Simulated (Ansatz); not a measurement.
# Be (diamond type): how the settings move a relaxation

How sensitive is a relaxation of Be (diamond type) to its settings? A reference run comes first, then one run with altered input.

Program: Ansatz 0.2.0. Level of theory: reference: DFT, PBE, PAW with Ansatz's default frozen-core files, scalar-relativistic. These are calculated values, not measurements.

### Step 1. The system as given

It takes space group Fd-3m (No. 227, cubic). The conventional cell has a = 5.003 Å, b = 5.003 Å, c = 5.003 Å, α = 90.00°, β = 90.00°, γ = 90.00°. Around Be (site symmetry -43m) lie 4 Be at 2.17 Å.

Structure file:

```cif
data_structure
_symmetry_space_group_name_H-M 'P 1'
_symmetry_Int_Tables_number 1
_cell_length_a 3.5374
_cell_length_b 3.5374
_cell_length_c 3.5374
_cell_angle_alpha 60.000
_cell_angle_beta 60.000
_cell_angle_gamma 60.000
_cell_volume 31.30
loop_
_atom_site_label
_atom_site_type_symbol
_atom_site_fract_x
_atom_site_fract_y
_atom_site_fract_z
_atom_site_occupancy
Be1 Be 0.00000 0.00000 0.00000 1
Be2 Be 0.25000 0.25000 0.25000 1
```

### Step 2. Baseline

Input file input.yaml:

```yaml
crystal:
  lattice:
    - [0.0, 2.5013484645, 2.5013484645]
    - [2.5013484645, 0.0, 2.5013484645]
    - [2.5013484645, 2.5013484645, 0.0]
  atoms:
    - { symbol: Be, position: [0.0, 0.0, 0.0] }
    - { symbol: Be, position: [0.25, 0.25, 0.25] }
kpoints:
  mp_grid: { grid: [13, 13, 13] }
scf:
  occupations: { method: fermi_dirac, width: 0.08 }
hamiltonian:
  xc: pbe
  pseudopotentials: { kind: paw }
output:
  forces: true
  stress: true
relax:
  f_tol: 0.005
  max_steps: 80
  cell: {}
```

Launch:

```console
$ ansatz run input.yaml --threads 1 --pin off --max-ram 2048MiB --backend cpu --events-out ev --progress --plain --runs-dir out
```

### Step 3. Variant: chi_scale 0.0, lower_state_search off, ecutrho_ratio 4

input.yaml, as its differences from that of step 2:

```diff
@@ -12,2 +12,4 @@
   occupations: { method: fermi_dirac, width: 0.08 }
+  initial_density: { chi_scale: 0.0 }
+  lower_state_search: "off"
 hamiltonian:
@@ -22 +24,3 @@
   cell: {}
+basis:
+  ecutrho_ratio: 4
```

Before running it: what results should come out? Wanted: for each run, ending; energy change; pressure; gap; force.

**Answer**, as computed:

```tsv
run	ending	energy change	pressure (GPa)	gap (eV)	force (eV/Å)	cycles	time
reference	converged	0	0.0	0.00	0.00	19	6.3 s
1: chi_scale 0.0, lower_state_search off, ecutrho_ratio 4	converged	0.0 meV/atom	0.0	0.00	0.00	18	6.1 s
```

**Reading.** The changed input (start and search for lower states) leaves the energy the same to the digits printed. Cost: 18 SCF cycles against 19.
